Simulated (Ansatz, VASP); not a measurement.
# AlN in VASP and in Ansatz

The input INCAR:

```
ALGO     = Normal         # electronic algorithm
EDIFF    = 1E-6           # SCF threshold, eV
ENCUT    = 520            # plane-wave cutoff, eV
GGA      = PE             # functional
ISIF     = 2              # what is computed and relaxed
ISMEAR   = 0              # smearing method
LASPH    = T              # aspherical terms in the spheres
LCHARG   = F              # write CHGCAR
LREAL    = F              # projectors in reciprocal space
LWAVE    = F              # write WAVECAR
NBANDS   = 16             # bands
NELM     = 60             # most SCF steps
PREC     = Accurate       # precision mode
SIGMA    = 0.05           # smearing width, eV
```

File KPOINTS:

```
k-points
0
Gamma
  9 9 6
```

POSCAR

```
AlN
1.0
    3.3134793407      0.0000000000      0.0000000000
   -1.6567396703      2.8695572839      0.0000000000
    0.0000000000      0.0000000000      4.1875902417
Al N
2 2
Direct
    0.3381093678      0.6762187355      0.7576365105
    0.6714427011      0.3428854022      0.2576365105
    0.3241333079      0.6482666158      0.2352898692
    0.6574666412      0.3149332825      0.7352898692
```

Input for Ansatz:

```yaml
crystal:
  lattice:
    - [3.3134793407, 0.0, 0.0]
    - [-1.6567396703, 2.8695572839, 0.0]
    - [0.0, 0.0, 4.1875902417]
  atoms:
    - { symbol: Al, position: [0.3381093678, 0.6762187355, 0.7576365105] }
    - { symbol: Al, position: [0.6714427011, 0.3428854022, 0.2576365105] }
    - { symbol: "N", position: [0.3241333079, 0.6482666158, 0.2352898692] }
    - { symbol: "N", position: [0.6574666412, 0.3149332825, 0.7352898692] }
basis:
  ecutwfc: 520.0
kpoints:
  mp_grid: { grid: [9, 9, 6] }
hamiltonian:
  xc: pbe
  pseudopotentials: { kind: paw, azcp: { folder: soft_1 } }
scf:
  occupations: { method: gaussian, width: 0.05 }
output:
  forces: true
  stress: true
  eigenvalues: true
```

Change from the starting cell: mode 4 frozen in at -0.062 Å and mode 10 at -0.053 Å (largest displacements).

Alike in both runs: task single point; functional PBE; k mesh 9 × 9 × 6; occupations gaussian, width 0.05 eV; no spin polarisation.

```csv
,VASP,Ansatz
version,VASP 6.6.1,Ansatz 0.2.0
potentials or method,"VASP PAW PBE potentials, release 64 (Al, N)","scalar-relativistic, plane waves, PAW"
plane-wave cutoff (eV),520,520
valence electrons in the cell,16,16
```

```tsv
	VASP	Ansatz	Ansatz less VASP
gap on the k mesh at the Fermi level (eV)	3.29	3.28	-0.009
least direct gap on the mesh (eV)	3.29	3.28	-0.009
pressure (GPa)	1.5	1.7	+0.17
largest component of the traceless stress (GPa)	1.49	1.38	-0.116
rms of the force components (eV/Å)	0.700	0.699	-0.0013
```

Atom by atom the forces differ by 0.001 eV/Å (rms over components). The functional is the same, so the differences come from potentials, cutoffs and numerics.

Caveats: forces of over 1 eV/Å show positions far from the minimum, so gaps and moduli don't describe the material at rest.
